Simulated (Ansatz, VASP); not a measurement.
# Two plane-wave programs on BeTe

INCAR

```
  AGGAC = 0.0
  ALDAC = 0.0
  ALGO = Normal
  EDIFF = 1E-6
  ENCUT = 520
  GGA = PE
  ISIF = 2
  ISMEAR = -1
  LASPH = True
  LCHARG = False
  LREAL = False
  LWAVE = False
  NBANDS = 11
  NELM = 100
  PREC = Accurate
  SIGMA = 0.05
```

File KPOINTS:

```
k-points
0
Gamma
  8 8 8
```

File POSCAR:

```
BeTe
1.0
    0.0000000000      2.8243275181      2.8243275181
    2.8243275181      0.0000000000      2.8243275181
    2.8243275181      2.8243275181      0.0000000000
Te Be
1 1
Direct
    0.7500000000      0.7500000000      0.7500000000
    0.0000000000      0.0000000000      0.0000000000
```

input.yaml

```yaml
crystal:
  lattice:
    - [0.0, 2.8243275181, 2.8243275181]
    - [2.8243275181, 0.0, 2.8243275181]
    - [2.8243275181, 2.8243275181, 0.0]
  atoms:
    - { symbol: Te, position: [0.75, 0.75, 0.75] }
    - { symbol: Be, position: [0.0, 0.0, 0.0] }
hamiltonian:
  xc: { exchange: pbe, correlation: none }
  pseudopotentials: { kind: paw }
kpoints:
  mp_grid: { grid: [8, 8, 8] }
scf:
  occupations: { method: fermi_dirac, width: 0.05 }
output:
  forces: true
  stress: true
  eigenvalues: true
```

Alike in both runs: task single point; functional PBE exchange alone; k mesh 8 × 8 × 8; occupations fermi-dirac, width 0.05 eV; no spin polarisation.

```csv
,VASP,Ansatz
version,VASP 6.6.1,Ansatz 0.2.0
potentials or method,"VASP PAW PBE potentials, release 64 (Te, Be)",Ansatz PAW
plane-wave cutoff (eV),520,420
valence electrons in the cell,8,18
```

Ansatz gave:

```
gap on the k mesh at the Fermi level (eV) : 2.25
least direct gap on the mesh (eV)         : 3.70
pressure (GPa)                            : 7.9
```

Question: Which values does VASP return?

Answer: gap on the k mesh at the Fermi level (eV): 2.24; least direct gap on the mesh (eV): 3.69; pressure (GPa): 8.1.

The functional is the same, so the differences come from potentials, cutoffs and numerics. The two sets of potentials don't hold the same shells in valence.

Caveats: spin-orbit coupling is left out, which moves the levels of the heavy elements; the PAW data sets come from PBE, with cores solved anew for the run's functional, which leaves a small shift of forces and pressure (Ansatz). A k mesh can miss the band edges.
